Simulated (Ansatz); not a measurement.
Runs of Ansatz 0.2.0 on CoO. Symmetry: R-3m, No. 166, trigonal system. The conventional cell has a = 3.011 Å, b = 3.011 Å, c = 7.320 Å, α = 90.00°, β = 90.00°, γ = 120.00°. Co (site symmetry -3m) is surrounded by 6 O at 2.12 Å. Around O (site symmetry -3m) lie 6 Co at 2.12 Å. The cell is a database's computed one.

```csv
task,level,potentials or basis,spin,U,fixed moment (μB),cell,k mesh,cutoff (eV),smearing,hubbard projectors,double counting,points for each segment of the path,other keys,gap on the mesh (eV),pressure (GPa),moment (μB)
Wannier functions,PBE+D3(BJ),JTH PAW,"collinear, ferromagnetic start",-,-,as given,11 × 11 × 11,1380,gaussian 0.02 eV,-,-,-,scf.eigensolver.kind = davidson; basis.precision = f64; …,none,-,2.93
electrostatic potential,LDA,Ansatz PAW,"collinear, program default start",-,0,as given,11 × 11 × 11,420,fermi-dirac 0.05 eV,-,-,-,-,-,-33.8,0.00
single point,PBEsol+D3(BJ)+U,Ansatz PAW,"collinear, ferromagnetic start",Co d U = 3 eV,-,"atoms moved at random, drawn with an rms of 0.1 Å",8 × 8 × 8,420,gaussian 0.02 eV,ortho-atomic,fll,-,-,0.99,7.5,3.00
band structure,revPBE+D4+U,Ansatz PAW earlier set,"collinear, random start",Co d U = 3.5 eV,-,as given,11 × 11 × 11,930,gaussian 0.02 eV,all-electron-atomic,fll,14,hamiltonian.dispersion = d4,1.30,(a),3.00
```

**Question.** Estimate the missing entries.

**Answer.** (a) 10.1.

Caveats: a cell with one magnetic atom can't hold antiferromagnetic order, which such compounds often take (some runs); the PAW data sets come from PBE, with cores solved anew for the run's functional, which leaves a small shift of forces and pressure (some runs); the magnetic or orbital state may not be the lowest (some runs); semilocal functionals often make such compounds metallic where correlation or magnetic order opens a gap, which also shifts bond lengths (some runs); pairwise dispersion overbinds metals, which lowers pressure and volume (some runs); a pressure of tens of GPa on the cell as given is suspect, and the run, the potentials or the cell itself is likely at fault (some runs); the total moment is fixed, so each spin has its own Fermi level (some runs).

A k mesh can miss the band edges.

A gap of «none» marks a metal or a gap under the smearing width.
